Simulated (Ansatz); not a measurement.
**Pt(110) / 3 layers Al(110) / Pt(110): resistance against film thickness**

Aim: what a thin film of another metal adds to the resistance, first Pt(110) / 3 layers Al(110) / Pt(110).

Calculated with Ansatz 0.2.0; Ansatz plane-wave DFT, LDA, PAW files; ballistic transport by layer matching (Landauer), zero bias; PAW set soft_1.

This is a report of a sequence of runs, with most program output left out.

**1. Starting point**

The cell holds 16 atoms: 13 Pt and 3 Al. Cell: a = 2.773 Å, b = 3.922 Å, c = 22.600 Å, α = 90.0°, β = 90.0°, γ = 90.0°. It derives from Pt and Al. Regions: lead, 13 atoms (13 Pt); films, 3 atoms (3 Al). The structure is stacked along c, and the current runs across the ab planes.

**2. With 3 layers**

The film is laid into the lead at the lead's in-plane lattice, and the cell closes on the lead's own image. The mesh across the current, 26×18, is finer than the density's, because channels open and close sharply across the zone. Energies from -1 to 1 eV in steps of 0.036 eV cover the slope of the Fermi function at 300 K, so the program can form a conductance.

File input.yaml:

```yaml
crystal:
  lattice:
    - [2.7731313745, 0.0, 0.0]
    - [0.0, 3.9218, 0.0]
    - [0.0, 0.0, 22.5995758732]
  atoms:
    - { symbol: Pt, position: [0.0, 0.0, 0.0306768077] }
    - { symbol: Pt, position: [0.5, 0.5, 0.0920304232] }
    - { symbol: Pt, position: [0.0, 0.0, 0.1533840386] }
    - { symbol: Pt, position: [0.5, 0.5, 0.214737654] }
    - { symbol: Pt, position: [0.0, 0.0, 0.2760912695] }
    - { symbol: Pt, position: [0.5, 0.5, 0.3374448849] }
    - { symbol: Al, position: [0.0, 0.0, 0.4018555259] }
    - { symbol: Al, position: [0.5, 0.5, 0.4693231923] }
    - { symbol: Al, position: [0.0, 0.0, 0.5367908587] }
    - { symbol: Pt, position: [0.5, 0.5, 0.6012014996] }
    - { symbol: Pt, position: [0.0, 0.0, 0.6625551151] }
    - { symbol: Pt, position: [0.5, 0.5, 0.7239087305] }
    - { symbol: Pt, position: [0.0, 0.0, 0.785262346] }
    - { symbol: Pt, position: [0.5, 0.5, 0.8466159614] }
    - { symbol: Pt, position: [0.0, 0.0, 0.9079695768] }
    - { symbol: Pt, position: [0.5, 0.5, 0.9693231923] }
kpoints:
  mp_grid: { grid: [13, 10, 2] }
hamiltonian:
  xc: lda
  pseudopotentials: { kind: paw, azcp: { folder: soft_1 }, xc_functional: pbe }
scf:
  occupations: { method: fermi_dirac, width: 0.1 }
output:
  transmission: { leads: [[0, 1]], kmesh: [26, 18], e_range: [-1.0, 1.0], de: 0.036 }
  write_potential: true
  write_density: true
  volumetric_format: npy
  elf: true
```

Run with:

```
ansatz run input.yaml --threads 4 --pin off --max-ram 8192MiB --backend cpu --events-out ev --progress --plain --runs-dir out
```

It took 18 min on 4 threads of Intel Xeon Platinum 8259CL at 2.50GHz (Skylake/Cascade Lake), shared host; peak memory 2.3 GiB; 64 min of CPU time.

Numbers from this step:

```yaml
free_energy: -160742.4654 eV
energy_at_zero_smearing: -160742.1377 eV
fermi_energy: 19.92 eV
cell_area: 10.88 Å²
step_of_the_lead_s_potential: 6.9 meV
ballistic_conductance_of_the_lead: 2.15e15 S/m²
estimated_errors_of_the_lead_s_conductance: 0, 4, 0.3 % (band edges, k-mesh, distance from neutral)
lead_conductance_per_cell: 3.011 G₀
conductance_of_the_junction: 6.86e14 S/m²
junction_conductance_per_cell: 0.9622 G₀
estimated_errors_of_the_junction_s_conductance: 0.6, 1.2, 5.3, 6.1, 0 % (energy step, band edges, k-mesh, leads' steps, distance from neutral)
area_resistance_that_the_stack_adds_contact_term_taken_off_spin_by_spin: 0.9928 fΩ m²
```

Per spin. Transmission, zone mean against energy, zero at the Fermi level:

```tsv
energy (eV)	transmission, zone mean
-1.000	0.921
-0.964	0.936
-0.892	0.928
-0.856	0.926
-0.784	0.914
-0.748	0.905
-0.676	0.890
-0.640	0.898
-0.568	0.914
-0.532	0.907
-0.460	0.937
-0.424	0.945
-0.352	0.962
-0.316	0.944
-0.244	1.000
-0.208	1.02
-0.172	1.02
-0.136	0.987
-0.100	0.993
-0.028	0.973
0.008	0.953
0.080	0.950
0.116	0.922
0.188	0.922
0.224	0.922
0.296	0.912
0.332	0.916
0.368	0.940
0.404	0.914
0.440	0.898
0.512	0.854
0.548	0.876
0.620	0.860
0.656	0.873
0.728	0.888
0.764	0.897
0.836	0.915
0.872	0.909
0.944	0.933
0.980	0.942
```

Per spin. Table of open channels, zone mean, lead by energy, zero at the Fermi level:

```tsv
energy (eV)	open channels, zone mean, lead
-1.000	2.71
-0.964	2.76
-0.892	2.75
-0.856	2.77
-0.784	2.74
-0.748	2.74
-0.676	2.77
-0.640	2.89
-0.568	2.91
-0.532	2.94
-0.460	2.97
-0.424	3.07
-0.352	3.13
-0.316	3.09
-0.244	3.32
-0.208	3.41
-0.136	3.32
-0.100	3.34
-0.028	3.10
0.008	3.04
0.080	2.57
0.116	2.29
0.188	2.05
0.224	1.92
0.296	1.74
0.332	1.64
0.404	1.63
0.440	1.39
0.512	1.15
0.548	1.18
0.620	1.19
0.656	1.18
0.728	1.19
0.764	1.21
0.836	1.23
0.872	1.23
0.944	1.25
0.980	1.25
```

Transmission over k1 and k2. At 0.0080 eV from the Fermi level.

Values, 12 rows by 16 columns, each cell a mean:
```
0.88 0.82 0.65 0.76 1.01 1.64 1.82 1.62 1.49 1.74 1.82 1.36 0.93 0.54 0.87 0.75
0.66 0.45 0.83 0.62 1.02 1.22 1.34 1.52 1.59 1.49 1.30 1.12 0.92 0.57 0.78 0.43
0.28 0.60 0.95 0.44 0.87 1.08 1.03 1.19 1.37 1.06 1.07 1.02 0.73 0.55 0.90 0.46
0.17 0.88 1.35 0.88 0.88 0.98 0.89 0.82 0.91 0.83 0.93 0.97 0.83 1.03 1.37 0.46
0.78 0.48 1.07 0.96 0.92 0.83 0.75 0.87 0.95 0.78 0.77 0.92 0.81 1.14 0.81 0.58
0.93 0.84 0.65 0.36 0.69 0.81 1.01 1.27 1.28 1.11 0.94 0.83 0.43 0.51 0.72 0.86
0.77 0.61 0.92 0.75 1.04 0.85 0.76 0.99 1.01 0.84 0.78 1.02 0.79 0.90 0.79 0.63
0.36 0.67 1.44 1.11 0.88 0.91 0.81 0.75 0.82 0.76 0.85 0.92 0.88 1.29 1.30 0.40
0.24 0.80 0.96 0.45 0.84 1.04 1.00 1.08 1.26 1.01 1.03 1.00 0.71 0.57 0.98 0.58
0.54 0.33 0.93 0.50 0.97 1.16 1.10 1.48 1.58 1.33 1.07 1.14 0.83 0.56 0.77 0.34
0.78 0.79 0.65 0.79 1.02 1.46 1.81 1.51 1.50 1.68 1.80 1.18 0.98 0.55 0.86 0.68
1.06 0.61 0.22 1.03 1.50 1.85 1.87 1.77 1.63 1.83 1.87 1.74 1.39 0.57 0.36 0.79
```
Columns: k1 (b1) from -0.5 to 0.462; rows upwards: k2 (b2) from -0.5 to 0.444.

Open channels over k1 and k2. At 0.0080 eV from the Fermi level.

Values, 12 rows by 16 columns, each cell a mean:
```
4.56 3.85 2.92 1.38 1.82 2.49 3.79 4.00 4.00 4.00 3.28 2.26 1.54 1.64 3.69 3.59
5.74 3.49 3.64 2.92 3.36 3.82 3.28 3.49 4.00 3.08 3.69 3.59 3.28 2.97 3.59 4.31
2.00 2.56 3.36 3.97 4.00 3.69 2.21 3.03 3.87 2.38 2.72 3.95 4.00 3.85 3.03 2.26
2.00 3.49 3.31 3.51 3.90 2.36 2.15 2.46 2.95 2.49 2.00 3.03 3.95 3.18 3.64 2.77
2.67 2.46 3.46 3.00 2.51 2.00 2.00 2.21 2.95 2.08 2.00 2.10 2.79 3.00 3.38 2.41
4.82 3.59 3.46 3.00 2.92 2.00 2.00 2.62 3.62 2.23 2.00 2.31 3.00 3.00 3.69 3.74
3.33 2.62 3.46 3.00 2.72 2.00 2.00 2.41 3.28 2.15 2.00 2.21 2.90 3.00 3.38 2.82
2.00 3.13 3.46 3.21 3.33 2.00 2.00 2.00 2.62 2.00 2.00 2.41 3.51 3.00 3.69 2.51
2.00 2.97 3.18 3.95 4.00 3.38 2.33 3.21 3.74 2.92 2.36 3.90 4.00 3.69 3.13 2.51
4.67 2.87 3.85 3.59 4.00 4.00 2.64 3.10 4.00 2.36 3.38 4.00 3.95 3.64 3.33 3.64
4.90 3.92 2.92 1.69 1.95 2.97 3.90 4.00 4.00 4.00 3.64 2.51 1.77 1.82 3.69 3.79
4.08 3.72 1.59 1.59 1.90 2.00 2.87 4.00 4.00 3.79 2.31 2.00 1.77 1.21 2.67 3.79
```
Columns: k1 (b1) from -0.5 to 0.462; rows upwards: k2 (b2) from -0.5 to 0.444.

Electrostatic potential energy in the ca plane at fractional y = 0.000, with atoms of Pt and Al within 0.2 Å of it. With pseudopotentials it is smooth inside the atoms' cores, unlike the true potential.

Ten even steps from '0' (-53 eV) to '9' (23 eV), each cell a mean:
```
10038983001699620027997898789987997899610027
42369996324899852358998777799987777899852358
87799998778999987789999888999998888999987789
99999999999999999999999999999999999999999999
98899999889999998899999988999999889999998899
54579997546899864479998777899998778999964479
20158984102699730138997788789987887899720138
00038972000589610027997899789987998799610027
```
Columns run along c (16.0 Å, from fractional 0.02 to 0.72 of the cell; values clipped at the 3rd and 97th percentile), rows up along a (2.8 Å). Atoms in or near the plane, at fractional coordinates: Pt at (0.03, 0.00), Pt at (0.15, 0.00), Pt at (0.28, 0.00), Al at (0.40, 0.00), Al at (0.54, 0.00), Pt at (0.66, 0.00).

Valence density in the ca plane at fractional y = 0.000, with atoms of Pt and Al within 0.2 Å of it. It is the smooth field of the valence electrons, not physical close to the nuclei.

Ten even steps from '0' (0 e/Å³) to '9' (11 e/Å³), each cell a mean:
```
68720003785100148730000000000000000000158740
24310001342000024310000000000000000000024310
00000000000000000000000000000000000000000000
00000000000000000000000000000000000000000000
00000000000000000000000000000000000000000000
12100000221000012200000000000000000000012210
46520002564100036620000000000000000000036630
79830004896100159941000000000000000000159941
```
Columns run along c (16.0 Å, from fractional 0.02 to 0.72 of the cell), rows up along a (2.8 Å). Atoms in or near the plane, at fractional coordinates: Pt at (0.03, 0.00), Pt at (0.15, 0.00), Pt at (0.28, 0.00), Al at (0.40, 0.00), Al at (0.54, 0.00), Pt at (0.66, 0.00).

ELF in the ca plane at fractional y = 0.000, with atoms of Pt and Al within 0.2 Å of it. It is the smooth field of the valence electrons, not physical close to the nuclei.

Ten even steps from '0' (0.05) to '9' (0.61), each cell a mean:
```
99984358999633699986464000498883001554699995
88863336888533478874345324776686324543578874
45532124554322345543225789864468986422345542
34321113343211234332124799753358996311234332
34432123443211234432124799853468996422234432
67753235776422367754335556875577655533467753
99974348999633589985455101587884002554699985
99984458999733699996564051399982230565799995
```
Columns run along c (16.0 Å, from fractional 0.02 to 0.72 of the cell), rows up along a (2.8 Å). Atoms in or near the plane, at fractional coordinates: Pt at (0.03, 0.00), Pt at (0.15, 0.00), Pt at (0.28, 0.00), Al at (0.40, 0.00), Al at (0.54, 0.00), Pt at (0.66, 0.00).

The lead's potential steps by 6.9 meV from period to period, small in itself. The program estimates the junction's conductance to 5.3 % from the k-mesh, 0 % from the leads' distance from neutral and 6.1 % from their steps.

By hand: 1/G − 1/G_lead = 1/0.6855 − 1/2.145 = 0.993 fΩ m² with G in 10¹⁵ S/m².

**3. With 5 layers, k-mesh 13×10×1, film layers 5**

The stack now holds 5 film layers; the k-mesh follows the cell, and the energies span -0.27 to 0.27 eV.

System of this step: Pt(110) / 5 layers Al(110) / Pt(110). The cell holds 18 atoms: 13 Pt and 5 Al. Cell: a = 2.773 Å, b = 3.922 Å, c = 25.649 Å, α = 90.0°, β = 90.0°, γ = 90.0°. It derives from Pt and Al. Regions: lead, 13 atoms (13 Pt); films, 5 atoms (5 Al). The structure is stacked along c, and the current runs across the ab planes.

File input.yaml:

```yaml
crystal:
  lattice:
    - [2.7731313745, 0.0, 0.0]
    - [0.0, 3.9218, 0.0]
    - [0.0, 0.0, 25.649057166]
  atoms:
    - { symbol: Pt, position: [0.0, 0.0, 0.0270295644] }
    - { symbol: Pt, position: [0.5, 0.5, 0.0810886933] }
    - { symbol: Pt, position: [0.0, 0.0, 0.1351478222] }
    - { symbol: Pt, position: [0.5, 0.5, 0.1892069511] }
    - { symbol: Pt, position: [0.0, 0.0, 0.24326608] }
    - { symbol: Pt, position: [0.5, 0.5, 0.2973252089] }
    - { symbol: Al, position: [0.0, 0.0, 0.3540779058] }
    - { symbol: Al, position: [0.5, 0.5, 0.4135241707] }
    - { symbol: Al, position: [0.0, 0.0, 0.4729704356] }
    - { symbol: Al, position: [0.5, 0.5, 0.5324167004] }
    - { symbol: Al, position: [0.0, 0.0, 0.5918629653] }
    - { symbol: Pt, position: [0.5, 0.5, 0.6486156622] }
    - { symbol: Pt, position: [0.0, 0.0, 0.7026747911] }
    - { symbol: Pt, position: [0.5, 0.5, 0.75673392] }
    - { symbol: Pt, position: [0.0, 0.0, 0.8107930489] }
    - { symbol: Pt, position: [0.5, 0.5, 0.8648521778] }
    - { symbol: Pt, position: [0.0, 0.0, 0.9189113067] }
    - { symbol: Pt, position: [0.5, 0.5, 0.9729704356] }
kpoints:
  mp_grid: { grid: [13, 10, 1] }
hamiltonian:
  xc: lda
  pseudopotentials: { kind: paw, azcp: { folder: soft_1 }, xc_functional: pbe }
scf:
  occupations: { method: fermi_dirac, width: 0.1 }
output:
  transmission:
    leads: [[0, 1]]
    kmesh: [26, 18]
    e_range: [-0.27, 0.27]
    de: 0.036
  write_potential: true
  write_density: true
  volumetric_format: npy
```

Elapsed: 10 min, on 4 threads; peak memory 1.8 GiB.

Numbers from this step:

```
free energy                                                                : -161768.2905 eV
energy at zero smearing                                                    : -161767.9545 eV
Fermi energy                                                               : 18.46 eV
step of the lead's potential                                               : 5.7 meV
ballistic conductance of the lead                                          : 2.13e15 S/m²
estimated errors of the lead's conductance                                 : 0, 4.1, 1.1 % (band edges, k-mesh, distance from neutral)
lead conductance per cell                                                  : 2.983 G₀
conductance of the junction                                                : 6.25e14 S/m²
junction conductance per cell                                              : 0.8767 G₀
estimated errors of the junction's conductance                             : 0.3, 1.4, 6.3, 3.6, 0.5 % (energy step, band edges, k-mesh, leads' steps, distance from neutral)
area resistance that the stack adds (contact term taken off, spin by spin) : 1.131 fΩ m²
```

Per spin. Transmission, zone mean against energy, zero at the Fermi level:

```tsv
energy (eV)	transmission, zone mean
-0.270	0.893
-0.234	0.912
-0.198	0.934
-0.162	0.916
-0.126	0.912
-0.090	0.914
-0.054	0.905
-0.018	0.888
0.018	0.858
0.054	0.861
0.090	0.835
0.126	0.807
0.162	0.804
0.198	0.779
0.234	0.770
0.270	0.765
```

The conductance of the junction is 6.2e14 S/m², 8.9 % under the 6.9e14 S/m² of the last finished run, no more than the error estimates, leads' steps apart, of 5.3 and 6.3 % together.

**4. With 6 layers, k-mesh 13×10×1, film layers 6**

The stack now holds 6 film layers; the k-mesh follows the cell, and the energies span -0.27 to 0.27 eV.

System of this step: Pt(110) / 6 layers Al(110) / Pt(110). The cell holds 18 atoms: 12 Pt and 6 Al. Its edges and angles: a = 2.773 Å, b = 3.922 Å, c = 25.787 Å, α = 90.0°, β = 90.0°, γ = 90.0°. It derives from Pt and Al. Regions: lead, 12 atoms (12 Pt); films, 6 atoms (6 Al). The structure is stacked along c, and the current runs across the ab planes.

input.yaml, the sections that differ from step 3:

```yaml
crystal:
  lattice:
    - [2.7731313745, 0.0, 0.0]
    - [0.0, 3.9218, 0.0]
    - [0.0, 0.0, 25.7872321252]
  atoms:
    - { symbol: Pt, position: [0.0, 0.0, 0.0268847327] }
    - { symbol: Pt, position: [0.5, 0.5, 0.0806541982] }
    - { symbol: Pt, position: [0.0, 0.0, 0.1344236637] }
    - { symbol: Pt, position: [0.5, 0.5, 0.1881931291] }
    - { symbol: Pt, position: [0.0, 0.0, 0.2419625946] }
    - { symbol: Pt, position: [0.5, 0.5, 0.2957320601] }
    - { symbol: Al, position: [0.0, 0.0, 0.3521806607] }
    - { symbol: Al, position: [0.5, 0.5, 0.4113083964] }
    - { symbol: Al, position: [0.0, 0.0, 0.4704361321] }
    - { symbol: Al, position: [0.5, 0.5, 0.5295638679] }
    - { symbol: Al, position: [0.0, 0.0, 0.5886916036] }
    - { symbol: Al, position: [0.5, 0.5, 0.6478193393] }
    - { symbol: Pt, position: [0.0, 0.0, 0.7042679399] }
    - { symbol: Pt, position: [0.5, 0.5, 0.7580374054] }
    - { symbol: Pt, position: [0.0, 0.0, 0.8118068709] }
    - { symbol: Pt, position: [0.5, 0.5, 0.8655763363] }
    - { symbol: Pt, position: [0.0, 0.0, 0.9193458018] }
    - { symbol: Pt, position: [0.5, 0.5, 0.9731152673] }
# kpoints, hamiltonian, scf, output: as in step 3
```

The job ended after 11 min (4 threads; peak memory 1.8 GiB; 35 min of CPU time).

This step gave:

```yaml
free_energy: -150034.7446 eV
energy_at_zero_smearing: -150034.4188 eV
fermi_energy: 17.60 eV
step_of_the_lead_s_potential: 5 meV
ballistic_conductance_of_the_lead: 2.12e15 S/m²
lead_conductance_per_cell: 2.982 G₀
conductance_of_the_junction: 6.08e14 S/m²
junction_conductance_per_cell: 0.8540 G₀
estimated_errors_of_the_junction_s_conductance: 0, 1.7, 6.7, 28.5, 0.3 % (energy step, band edges, k-mesh, leads' steps, distance from neutral)
area_resistance_that_the_stack_adds_contact_term_taken_off_spin_by_spin: 1.173 fΩ m²
```

Per spin. The transmission, zone mean by energy, zero at the Fermi level:

```tsv
energy (eV)	transmission, zone mean
-0.270	0.836
-0.234	0.872
-0.198	0.908
-0.162	0.940
-0.126	0.912
-0.090	0.909
-0.054	0.858
-0.018	0.855
0.018	0.845
0.054	0.837
0.090	0.837
0.126	0.819
0.162	0.790
0.198	0.757
0.234	0.758
0.270	0.742
```

The conductance of the junction is 6.1e14 S/m², 2.6 % under the 6.2e14 S/m² of the last finished run, within the error estimates, leads' steps apart, of 6.3 and 6.7 %. The estimate from the leads' steps, 28 %, is larger still.

(Continued in part 2 of 2.)

[Logs are printed without paths, hosts, clocks, repeated set-up lines and the standing remarks that a program may print on its own settings, such as how far it seeks lower states.]

[Hosts, paths, dates, database ids (printed as entryN), source tags and the programs' standing remarks are cut or masked in the printed files.]
